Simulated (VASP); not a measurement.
**AlPt: equation of state with PBEsol**

AlPt:

```xyz
2
Lattice="3.0915 0.0000 0.0000 0.0000 3.0915 0.0000 0.0000 0.0000 3.0915" Properties=species:S:1:pos:R:3 pbc="T T T"
Pt    1.5458    1.5458    1.5458
Al    0.0000    0.0000    0.0000
```

Measurements of this composition are mostly on another form, of space group No. 198.

```
Program             : VASP 6.6.1
Task                : equation of state
Functional          : PBEsol
Potentials or basis : VASP PAW PBE potentials, release 64 (Pt, Al)
Cutoff              : 520 eV
k mesh              : 9 × 9 × 9
Occupations         : fermi-dirac, width 0.05 eV
Spin                : no spin polarisation
```

The equilibrium volume is 14.33 Å³/atom. The bulk modulus is 203 GPa and the pressure derivative of the bulk modulus is 4.8.

Energy against volume, from the lowest point:
| volume (Å³/atom) | energy (meV/atom) |
| --- | --- |
| 13.888 | 8.23 |
| 14.183 | 0.01 |
| 14.478 | 0.00 |
| 14.774 | 7.27 |
| 15.069 | 21.04 |
| 15.365 | 40.53 |
| 15.660 | 65.11 |

All runs of the series together: 66 s on 1 thread of Intel(R) Xeon(R) Platinum 8259CL CPU @ 2.50GHz (Skylake/Cascade Lake), with other jobs on the host.

Caveat: the PAW data sets were made with another functional, which shifts forces and pressure a little. The run has no spin-orbit coupling, so splittings on Pt are missing.
